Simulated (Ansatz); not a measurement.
Results of HSE06 (PAW; Ansatz, an electronic-structure program) for rock-salt LiI.

Numerical settings: plane-wave cutoff 460 eV, 8×8×8 k mesh, Fermi–Dirac smearing 0.01 eV, scalar-relativistic PAW data made under PBE.

The cell is scaled about its equilibrium volume:

| V (Å³/atom) | P (GPa) | direct gap at Γ (eV) |
|---|---|---|
| 25.391 | 1.26 | 5.593 |
| 25.831 | 0.83 | 5.513 |
| 26.727 | 0.06 | 5.360 |
| 27.395 | -0.43 | 5.255 |
| 28.063 | -0.85 | 5.157 |

A straight line through the gaps at Γ against ln V gives a volume deformation potential dE_g(Γ)/d ln V of -4.4 eV: the gap at Γ widens under compression.

Measured, for comparison: band gap 6.4 eV (temperature not stated, no zero-point or thermal correction, sources range from 6.10 to 6.40; as tabulated in Aguado et al. (1998), arXiv:cond-mat/9809176).

Spin–orbit coupling is not included; with these elements it can move the gap by several tenths of an eV or more.
